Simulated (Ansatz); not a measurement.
# SnTe: an energy map of one atom

This session takes SnTe and sets out to map the energy of atom 1 (Sn) over a plane.

Computed with Ansatz 0.2.0 (DFT PBE, scalar-relativistic, plane waves, PAW, unless a step's input says otherwise).

### Step 1. The structure to begin with

It takes space group Fm-3m (No. 225, cubic). Conventional cell: a = 6.313 Å, b = 6.313 Å, c = 6.313 Å, α = 90.00°, β = 90.00°, γ = 90.00°. Sn (site symmetry m-3m) is surrounded by 6 Te at 3.16 Å. Te (site symmetry m-3m) is surrounded by 6 Sn at 3.16 Å.

Coordinates:

```
Sn Te
1.0
     0.00000    3.15650    3.15650
     3.15650    0.00000    3.15650
     3.15650    3.15650    0.00000
Sn Te
1 1
Direct
  0.00000 0.00000 0.00000
  0.50000 0.50000 0.50000
```

The cell is taken as given, not relaxed at this level.

### Step 2. The reference cell

Reference values: F = -13004.7286 eV; pressure 2.02 GPa; largest force 0.000 eV/Å; gap on the mesh 0.08 eV. It was computed beforehand with the settings of the runs below.

### Step 3. The scan: an energy map of one atom

Atom 1 (Sn) is moved by p along (1.000, 0.000, 0.000) and q along (0.000, 0.000, 1.000) (Å), all else fixed; its images in the other cells move with it. Points alike by symmetry are run once.

### Step 4. At p = -0.200, q = -0.200

input.yaml reads:

```yaml
crystal:
  lattice:
    - [0.0, 3.1565, 3.1565]
    - [3.1565, 0.0, 3.1565]
    - [3.1565, 3.1565, 0.0]
  atoms:
    - { symbol: Sn, position: [0.0, -0.0633613179, 0.0] }
    - { symbol: Te, position: [0.5, 0.5, 0.5] }
basis:
  ecutwfc: 420
kpoints:
  mp_grid: { grid: [10, 10, 10] }
hamiltonian:
  xc: pbe
scf:
  occupations: { method: gaussian, width: 0.03 }
output:
  forces: true
  stress: true
  eigenvalues: true
```

Launch:

```console
$ ansatz run input.yaml --threads 1 --pin off --max-ram 2560MiB --backend cpu --events-out ev --progress --plain --runs-dir out
```

### Step 5. At p = -0.200, q = 0.000

Edit input.yaml of step 4 so:

```diff
@@ -6,3 +6,3 @@
   atoms:
-    - { symbol: Sn, position: [0.0, -0.0633613179, 0.0] }
+    - { symbol: Sn, position: [0.031680659, -0.031680659, -0.031680659] }
     - { symbol: Te, position: [0.5, 0.5, 0.5] }
```

### Step 6. Point p = -0.200, q = -0.100

Edit input.yaml of step 5 so:

```diff
@@ -6,3 +6,3 @@
   atoms:
-    - { symbol: Sn, position: [0.031680659, -0.031680659, -0.031680659] }
+    - { symbol: Sn, position: [0.0158403295, -0.0475209884, -0.0158403295] }
     - { symbol: Te, position: [0.5, 0.5, 0.5] }
```

### Step 7. At p = -0.100, q = 0.000

Edit input.yaml of step 6 so:

```diff
@@ -6,3 +6,3 @@
   atoms:
-    - { symbol: Sn, position: [0.0158403295, -0.0475209884, -0.0158403295] }
+    - { symbol: Sn, position: [0.0158403295, -0.0158403295, -0.0158403295] }
     - { symbol: Te, position: [0.5, 0.5, 0.5] }
@@ -20 +20,5 @@
   eigenvalues: true
+  write_density: true
+  write_potential: true
+  elf: true
+  volumetric_format: npy
```

### Step 8. At p = -0.100, q = -0.100

input.yaml reads:

```yaml
crystal:
  lattice:
    - [0.0, 3.1565, 3.1565]
    - [3.1565, 0.0, 3.1565]
    - [3.1565, 3.1565, 0.0]
  atoms:
    - { symbol: Sn, position: [0.0, -0.031680659, 0.0] }
    - { symbol: Te, position: [0.5, 0.5, 0.5] }
basis:
  ecutwfc: 420
kpoints:
  mp_grid: { grid: [10, 10, 10] }
hamiltonian:
  xc: pbe
scf:
  occupations: { method: gaussian, width: 0.03 }
output:
  forces: true
  stress: true
  eigenvalues: true
```

(Steps that only read results are left out.)

**Question.** What will these runs give? Wanted: highest point; lowest point away from the origin.

The runs gave:

| quantity | value |
| --- | --- |
| highest point | 0.032 eV/cell at (p, q) = (-0.200, -0.200) |
| lowest point away from the origin | 0.001 eV/cell at (-0.100, 0.000) |

No computed point lies below the origin. Read as harmonic, the points at ±0.100 Å give force constants of 0.23 eV/Å² along p and 0.23 eV/Å² along q, so the site is nearly isotropic in this plane. The gap on the mesh runs from 0.01 to 0.52 eV over the map. Spin-orbit coupling is left out, which matters for the bands of Te.

These are semilocal Kohn-Sham gaps, which aren't the measured quantity. Such gaps usually fall short of the measured ones; spin-orbit coupling, left out here, narrows gaps with Te, so the two errors partly cancel.
